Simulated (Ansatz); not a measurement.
# Resistance of the fcc Ag(111) / fcc Al(111) interface, part 2 of 2

Aim: the specific resistance of the fcc Ag(111) / fcc Al(111) interface.

Ansatz 0.2.0; Ansatz plane-wave DFT, PBE, PAW files; ballistic transport by layer matching (Landauer), zero bias; PAW set soft_1 (the session's first sound run).

So far, twice the interface resistance (2AR, or 2AR* for magnets) (fΩ m²): step 3 (resistance: PBE) 0.784.

## 4. Transmission: PBE, coarse mesh, least span asked of the mesh across the current 40 Å

The same cell on a mesh a third as fine shows what a quick run would give. To save time only the energies from -0.06 to 0.06 eV are solved. The mesh is 18×18 and the cutoff, the files' own for this level, 420 eV.

This step: Ansatz plane-wave DFT, PBE, PAW files; ballistic transport by layer matching (Landauer), zero bias; PAW set soft_1 (Ansatz 0.2.0).

File input.yaml:

```yaml
crystal:
  lattice:
    - [2.8758633832, 0.0, 0.0]
    - [-1.4379316916, 2.4905707476, 0.0]
    - [0.0, 0.0, 42.2691880579]
  atoms:
    - { symbol: Ag, position: [0.0, 0.0, 0.0236578947] }
    - { symbol: Ag, position: [0.3333333333, 0.6666666667, 0.0799967252] }
    - { symbol: Ag, position: [0.6666666667, 0.3333333333, 0.1363355557] }
    - { symbol: Ag, position: [0.0, 0.0, 0.1926743861] }
    - { symbol: Ag, position: [0.3333333333, 0.6666666667, 0.2490132166] }
    - { symbol: Ag, position: [0.6666666667, 0.3333333333, 0.3053520471] }
    - { symbol: Ag, position: [0.0, 0.0, 0.3616908776] }
    - { symbol: Ag, position: [0.3333333333, 0.6666666667, 0.418029708] }
    - { symbol: Ag, position: [0.6666666667, 0.3333333333, 0.4743685385] }
    - { symbol: Al, position: [0.0, 0.0, 0.5299240941] }
    - { symbol: Al, position: [0.3333333333, 0.6666666667, 0.5846963747] }
    - { symbol: Al, position: [0.6666666667, 0.3333333333, 0.6394686553] }
    - { symbol: Al, position: [0.0, 0.0, 0.694240936] }
    - { symbol: Al, position: [0.3333333333, 0.6666666667, 0.7490132166] }
    - { symbol: Al, position: [0.6666666667, 0.3333333333, 0.8037854972] }
    - { symbol: Al, position: [0.0, 0.0, 0.8585577779] }
    - { symbol: Al, position: [0.3333333333, 0.6666666667, 0.9133300585] }
    - { symbol: Al, position: [0.6666666667, 0.3333333333, 0.9681023391] }
kpoints:
  mp_grid: { grid: [15, 15, 1] }
hamiltonian:
  xc: pbe
  pseudopotentials: { kind: paw, azcp: { folder: soft_1 } }
scf:
  occupations: { method: fermi_dirac, width: 0.1 }
output:
  transmission:
    leads: [[3, 4], [12, 13]]
    kmesh: [18, 18]
    e_range: [-0.06, 0.06]
    de: 0.04
  write_potential: true
  write_density: true
  volumetric_format: npy
```

The run is started by

```console
$ ansatz run input.yaml --threads 4 --pin off --max-ram 15360MiB --backend cpu --events-out ev --progress --plain --runs-dir out
```

Numbers of over 12 decimals in the logs are rounded to 6 here.

The log of the run:

```text
[...]
Crystal: 18 atoms, lattice volume = 302.755 Å³
Basis set: ecut = 420 eV, 5925 PW (Γ)
Bands: 119, of which v1, the nominal top of the filled ones, is band 99 counted from 1 (98 counted from 0)
Symmetry: 12 space group operations
[...]
k-points: 27 of 225
[...]
SCF iter   1: F=—  HF=-73161.566160 eV  |F-HF|=—  |Δ(HF+E_count)|=         —  Δρ=8.25e-2  dr2=7.12e2  ethr=3.10e-3  ⟨swp⟩=6.8  Hψ=12297  notcnv=0  defer=47
[...]
SCF iter  11: F=-73153.165311 eV  HF=-73153.165311 eV  |F-HF|=7.57e-8  |Δ(HF+E_count)|=   9.11e-8  Δρ=2.87e-6  dr2=7.98e-8  ethr=5.05e-11  ⟨swp⟩=10.6  Hψ=12219  notcnv=0
SCF 1 converged in 11 iterations: F = -73153.165311 eV  dr2 = 7.98e-8
[...]
transmission: 112 of 1110 steps passed
transmission: 224 of 1110 steps passed
[...]
transmission: 1110 of 1110 steps passed
SCF converged after 11 iterations
Free energy (F): -73153.165311 eV
[...]
Internal energy: -73152.956649 eV  (E = F + TS)
E sigma→0 (E₀):  -73153.060980 eV
Entropy (-TS):   -0.208662 eV (-11.592 meV/atom)
Fermi energy:    12.730045 eV
[...]
--- Band table (eV; the first three rows and the last of 27) ---
  k-point 0: bands = [... 95 lower, 9.5988, 9.6144, 9.6144, 10.6609, 11.0407, 11.8481, 12.8106, 14.3143, ... 16 higher]
  k-point 1: bands = [... 95 lower, 9.6200, 9.8643, 9.9419, 11.0051, 11.2548, 12.1620, 12.9394, 14.4257, ... 16 higher]
  k-point 2: bands = [... 95 lower, 9.6512, 10.3282, 10.5199, 11.6447, 11.7296, 12.9004, 13.3155, 14.7607, ... 16 higher]
  k-point 26: bands = [... 95 lower, 11.1070, 11.4179, 11.9169, 11.9169, 13.1611, 13.1611, 13.3792, 13.9856, ... 16 higher]
--- Transmission ---
  basis      : 61 plane waves across, 30 finite elements along
  points     : 37, standing for a mesh of 18 x 18
[...]
channels       : 8.055556e-1 a spin
    conductance    : none, the energies end too early or step too widely for 300 K: set another output.transmission.e_range or a lower de, or, where they end at an eighth of basis.ecutwfc, a higher one
    slowest decay  : 0.0907 /Å at (0.0556, 0.0000)
[...]
channels       : 1.373457e0 a spin
[...]
slowest decay  : 0.0916 /Å at (0.3333, 0.3333)
  junction   : crystal 0 to crystal 1, 11.02 to 29.80 Å
    transmission   : 7.019135e-1 a spin
[...]
```

The job ended after 25 s (4 threads of Arm Neoverse V1, shared host; peak memory 1.3 GiB).

The run finished; it serves as a test, and its numbers are not taken as the result.

## 5. Resistance: PBE, coarse mesh

This step: Ansatz plane-wave DFT, PBE, PAW files; ballistic transport by layer matching (Landauer), zero bias; specific resistance of one interface, 1/T less the mean of the leads' 1/N; PAW set soft_1 (Ansatz 0.2.0).

This step gave:

```
area resistance                                           : 0.3955 fΩ m²
T over the leads' mean channel count                      : 0.6547
twice the interface resistance (2AR, or 2AR* for magnets) : 0.7911 fΩ m²
```

Twice the interface resistance is 0.791 fΩ m² here, against 0.784 in the first run; 65.5 % of the two leads' mean channel count pass, 65.5 % before.

## 6. Transmission: LDA

The functional changes to LDA at the same atoms, which shifts d bands against the Fermi level. To save time only the energies from -0.06 to 0.06 eV are solved. The mesh is 50×50 and the cutoff, the files' own for this level, 420 eV.

This step: Ansatz plane-wave DFT, LDA, PAW files; ballistic transport by layer matching (Landauer), zero bias; PAW set soft_1 (Ansatz 0.2.0).

Edit input.yaml of step 4 so:

```diff
@@ -27,4 +27,4 @@
 hamiltonian:
-  xc: pbe
-  pseudopotentials: { kind: paw, azcp: { folder: soft_1 } }
+  xc: lda
+  pseudopotentials: { kind: paw, azcp: { folder: soft_1 }, xc_functional: pbe }
 scf:
@@ -34,3 +34,3 @@
     leads: [[3, 4], [12, 13]]
-    kmesh: [18, 18]
+    kmesh: [50, 50]
     e_range: [-0.06, 0.06]
```

The log of the run:

```text
[...]
Crystal: 18 atoms, lattice volume = 302.755 Å³
Basis set: ecut = 420 eV, 5925 PW (Γ)
Bands: 119, of which v1, the nominal top of the filled ones, is band 99 counted from 1 (98 counted from 0)
Symmetry: 12 space group operations
[...]
k-points: 27 of 225
[...]
SCF iter   1: F=—  HF=-71749.169611 eV  |F-HF|=—  |Δ(HF+E_count)|=         —  Δρ=9.43e-2  dr2=6.78e2  ethr=3.10e-3  ⟨swp⟩=6.6  Hψ=12320  notcnv=0  defer=50
[...]
SCF iter  12: F=-71739.646331 eV  HF=-71739.646331 eV  |F-HF|=2.11e-8  |Δ(HF+E_count)|=   1.37e-8  Δρ=1.17e-6  dr2=2.28e-8  ethr=5.05e-11  ⟨swp⟩=10.5  Hψ=10778  notcnv=0
SCF 1 converged in 12 iterations: F = -71739.646331 eV  dr2 = 2.28e-8
[...]
transmission: 704 of 7020 steps passed
transmission: 1408 of 7020 steps passed
[...]
transmission: 7020 of 7020 steps passed
SCF converged after 12 iterations
Free energy (F): -71739.646331 eV
[...]
Internal energy: -71739.436167 eV  (E = F + TS)
E sigma→0 (E₀):  -71739.541249 eV
Entropy (-TS):   -0.210164 eV (-11.676 meV/atom)
Fermi energy:    12.404118 eV
[...]
--- Band table (eV; the first three rows and the last of 27) ---
  k-point 0: bands = [... 95 lower, 9.2665, 9.3760, 9.3760, 10.3300, 10.7040, 11.5162, 12.4734, 13.9720, ... 16 higher]
  k-point 1: bands = [... 95 lower, 9.3818, 9.5559, 9.6468, 10.6853, 10.9248, 11.8364, 12.6029, 14.0838, ... 16 higher]
  k-point 2: bands = [... 95 lower, 9.3966, 10.0171, 10.2187, 11.3251, 11.4059, 12.5802, 12.9806, 14.4207, ... 16 higher]
  k-point 26: bands = [... 95 lower, 10.7945, 11.1200, 11.6107, 11.6107, 12.8098, 12.8098, 13.0301, 13.6400, ... 16 higher]
--- Transmission ---
  basis      : 61 plane waves across, 30 finite elements along
  points     : 234, standing for a mesh of 50 x 50
[...]
channels       : 8.100000e-1 a spin
[...]
slowest decay  : 0.0373 /Å at (0.0800, 0.0000)
[...]
channels       : 1.380400e0 a spin
[...]
slowest decay  : 0.0519 /Å at (0.3000, 0.3000)
  junction   : crystal 0 to crystal 1, 11.02 to 29.80 Å
    transmission   : 7.203547e-1 a spin
[...]
```

Elapsed: 53 s, on 4 threads; peak memory 1.3 GiB; 3.4 min of CPU time.

Numbers from this step:

| Property | Result |
| --- | --- |
| free energy | -71739.6463 eV |
| energy at zero smearing | -71739.5412 eV |
| Fermi energy | 12.40 eV |
| step of the lead's potential | 3.1 meV |
| step of the upper lead's potential | 8.1 meV |

Per spin. Table of transmission, zone mean by energy, zero at the Fermi level:

```
energy (eV)  transmission, zone mean
    -0.0600                    0.714
    -0.0200                    0.720
     0.0200                    0.718
     0.0600                    0.721
```

Over the solved energies the transmission per spin lies between 0.714 and 0.721, out of 0.808 channels of the lead on average (up to 0.81).

## 7. Resistance: LDA

This step: Ansatz plane-wave DFT, LDA, PAW files; ballistic transport by layer matching (Landauer), zero bias; specific resistance of one interface, 1/T less the mean of the leads' 1/N; PAW set soft_1 (Ansatz 0.2.0).

This step gave:

- area resistance: 0.3787 fΩ m²
- T over the leads' mean channel count: 0.6578
- twice the interface resistance (2AR, or 2AR* for magnets): 0.7574 fΩ m²

Twice the interface resistance is 0.757 fΩ m² here, against 0.784 in the first run; 65.8 % of the two leads' mean channel count pass, 65.5 % before.

## 8. Transmission: r2SCAN, cutoff 500 eV

The same with r2SCAN, the dearer rung. To save time only the energies from -0.06 to 0.06 eV are solved. The mesh is 50×50 and the cutoff, the files' own for this level, 500 eV.

This step: Ansatz plane-wave DFT, r2SCAN, PAW files; ballistic transport by layer matching (Landauer), zero bias; PAW set soft_1 (Ansatz 0.2.0).

Edit input.yaml of step 6 so:

```diff
@@ -27,4 +27,4 @@
 hamiltonian:
-  xc: lda
-  pseudopotentials: { kind: paw, azcp: { folder: soft_1 }, xc_functional: pbe }
+  xc: r2scan
+  pseudopotentials: { kind: paw, azcp: { folder: soft_1 } }
 scf:
```

The log of the run:

```text
[...]
Crystal: 18 atoms, lattice volume = 302.755 Å³
Basis set: ecut = 500 eV, 7607 PW (Γ), exchange–correlation on 96×96×1280 points (64 copies of the dense FFT grid, shifted against one another)
Bands: 119, of which v1, the nominal top of the filled ones, is band 99 counted from 1 (98 counted from 0)
Symmetry: 12 space group operations
[...]
k-points: 27 of 225
[...]
SCF iter   1: F=—  HF=-73305.664583 eV  |F-HF|=—  |Δ(HF+E_count)|=         —  Δρ=6.71e-2  dr2=5.44e2  dr2_τ=4.52e-1  ethr=3.10e-3  ⟨swp⟩=6.4  Hψ=12116  notcnv=0  defer=59
[...]
SCF iter  12: F=-73299.809067 eV  HF=-73299.809067 eV  |F-HF|=3.13e-8  |Δ(HF+E_count)|=   4.85e-9  Δρ=1.41e-6  dr2=3.43e-8  dr2_τ=3.64e-10  ethr=5.05e-11  ⟨swp⟩=10.4  Hψ=10958  notcnv=0
SCF 1 converged in 12 iterations: F = -73299.809067 eV  dr2 = 3.43e-8
[...]
transmission: 796 of 7956 steps passed
transmission: 1596 of 7956 steps passed
[...]
transmission: 7956 of 7956 steps passed
SCF converged after 12 iterations
Free energy (F): -73299.809067 eV
[...]
Internal energy: -73299.611382 eV  (E = F + TS)
E sigma→0 (E₀):  -73299.710225 eV
Entropy (-TS):   -0.197685 eV (-10.982 meV/atom)
Fermi energy:    12.735987 eV
[...]
--- Band table (eV; the first three rows and the last of 27) ---
  k-point 0: bands = [... 95 lower, 9.2706, 9.2706, 9.4722, 10.6168, 11.0024, 11.8762, 12.8476, 14.4414, ... 16 higher]
  k-point 1: bands = [... 95 lower, 9.2763, 9.7044, 9.7633, 10.9449, 11.2035, 12.1869, 12.9808, 14.5575, ... 16 higher]
  k-point 2: bands = [... 95 lower, 9.4178, 10.1850, 10.3718, 11.5950, 11.6815, 12.9311, 13.3689, 14.9043, ... 16 higher]
  k-point 26: bands = [... 95 lower, 10.9962, 11.2846, 11.8320, 11.8320, 13.2883, 13.2883, 13.5008, 14.1205, ... 16 higher]
--- Transmission ---
  basis      : 73 plane waves across, 34 finite elements along
  points     : 234, standing for a mesh of 50 x 50
[...]
channels       : 8.100000e-1 a spin
[...]
slowest decay  : 0.0457 /Å at (0.0600, 0.0200)
[...]
channels       : 1.282000e0 a spin
[...]
slowest decay  : 0.0478 /Å at (0.3400, 0.3000)
  junction   : crystal 0 to crystal 1, 11.02 to 29.80 Å
    transmission   : 6.791935e-1 a spin
[...]
```

Elapsed: 91 s, on 4 threads; peak memory 2.2 GiB.

This step gave:

- free energy: -73299.8091 eV
- energy at zero smearing: -73299.7102 eV
- Fermi energy: 12.74 eV
- step of the lead's potential: 4.9 meV
- step of the upper lead's potential: 10.8 meV

Per spin. Table of transmission, zone mean by energy, zero at the Fermi level:

```
energy (eV)  transmission, zone mean
    -0.0600                    0.676
    -0.0200                    0.679
     0.0200                    0.685
     0.0600                    0.686
```

Over the solved energies the transmission per spin lies between 0.676 and 0.686, out of 0.81 channels of the lead on average (up to 0.81).

## 9. Resistance: r2SCAN

This step: Ansatz plane-wave DFT, r2SCAN, PAW files; ballistic transport by layer matching (Landauer), zero bias; specific resistance of one interface, 1/T less the mean of the leads' 1/N; PAW set soft_1 (Ansatz 0.2.0).

Numbers from this step:

| Quantity | Value |
| --- | --- |
| area resistance | 0.4297 fΩ m² |
| T over the leads' mean channel count | 0.6465 |
| twice the interface resistance (2AR, or 2AR* for magnets) | 0.8593 fΩ m² |

Twice the interface resistance is 0.859 fΩ m² here, against 0.784 in the first run; 64.6 % of the two leads' mean channel count pass, 65.5 % before.

## 10. Results

```
2AR, PBE    : 0.784 fΩ m²
2AR, LDA    : 0.757 fΩ m²
2AR, r2SCAN : 0.859 fΩ m²
```

One interface gives 2AR = 0.784 fΩ m² (PBE). The functionals span 0.757 to 0.859 fΩ m². A mesh a third as fine gives 0.791 against 0.784 fΩ m². The formula assumes diffuse scattering between interfaces; layers sit on ideal sites at each metal's own atomic volume.

[Logs are printed without paths, hosts, clocks, repeated set-up lines and the standing remarks that a program may print on its own settings, such as how far it seeks lower states.]

[Hosts, paths, dates, database ids (printed as entryN), source tags and the programs' standing remarks are cut or masked in the printed files.]
